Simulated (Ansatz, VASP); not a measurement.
**Mg8O7 in VASP and in Ansatz**

```
Mg O
1.0
    -4.27517    4.27508    0.00118
     0.00090    4.27480   -4.27467
    -4.27576   -0.00177   -4.27554
Mg O
8 7
Direct
  0.00105 0.99973 0.49804
  0.00113 0.50136 0.49796
  0.00103 0.99973 0.99969
  0.00018 0.50060 0.99886
  0.50024 0.00061 0.49871
  0.49938 0.50148 0.49790
  0.49940 0.99965 0.99958
  0.49928 0.50148 0.99971
  0.25012 0.75059 0.74886
  0.25012 0.25062 0.74880
  0.25009 0.75066 0.24880
  0.25012 0.25058 0.24881
  0.75007 0.75060 0.74879
  0.75007 0.75061 0.24880
  0.74998 0.25070 0.24882
```

Alike in both runs: functional PBE; k mesh 3 × 3 × 3; occupations gaussian, width 0.1 eV; no spin polarisation.

Ansatz relaxed the structure, and its values are those at the end. VASP's run is a single point on that final structure, the one shown.

|  | VASP | Ansatz |
| --- | --- | --- |
| version | VASP 6.6.1 | Ansatz 0.2.0 |
| potentials or method | VASP PAW PBE potentials, release 64 (Mg, O) | scalar-relativistic, plane waves, PAW |
| plane-wave cutoff (eV) | 520 | 420 |
| valence electrons in the cell | 58 | 122 |

Ansatz gave:

- gap on the k mesh at the Fermi level (eV): 2.72
- least direct gap on the mesh (eV): 3.13
- pressure (GPa): -0.1
- rms of the force components (eV/Å): 0.006

Problem. What did VASP give for the same quantities?

Solution. gap on the k mesh at the Fermi level (eV): 2.72; least direct gap on the mesh (eV): 3.13; pressure (GPa): -0.7; rms of the force components (eV/Å): 0.010.

The two sets of potentials don't hold the same shells in valence.

Caveats: the k mesh is coarse (spacing up to 0.42 Å⁻¹), so the values aren't converged; an odd mesh through Γ misses points on the zone boundary, where band edges often lie. Expect the measured gap to be larger: semilocal functionals such as PBE lack the derivative discontinuity.
